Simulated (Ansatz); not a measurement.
NbAs:

```xyz
4
Lattice="-1.7259 1.7259 5.8400 1.7259 -1.7259 5.8400 1.7259 1.7259 -5.8400" Properties=species:S:1:pos:R:3 pbc="T T T"
Nb    0.0000    1.7259    0.0000
Nb    0.0000    0.0000    8.7600
As    0.0000    1.7259    4.8589
As    0.0000    0.0000    1.9389
```

Base run:

* Program: Ansatz 0.2.0
* Functional: r2SCAN
* Potentials or basis: Ansatz PAW
* Cutoff: 500 eV (not typed: the program's choice for these potentials)
* k mesh: 11 × 11 × 11
* Occupations: fermi-dirac, width 0.05 eV
* Spin: no spin polarisation

Its results: band gap on the k mesh none (metal or under the smearing width); pressure 2.0 GPa; largest force 0.281 eV/Å.

The run is repeated on the same cell with these changes: functional from r2SCAN to LDA; cutoff from 500 eV (not typed: the program's choice for these potentials) to 420 eV (not typed: the program's choice for these potentials). What comes out?

Band gap on the k mesh none (metal or under the smearing width); pressure -5.5 GPa; largest force 0.275 eV/Å.

Caveats: the PAW data sets come from PBE, with cores solved anew for the run's functional, which leaves a small shift of forces and pressure.
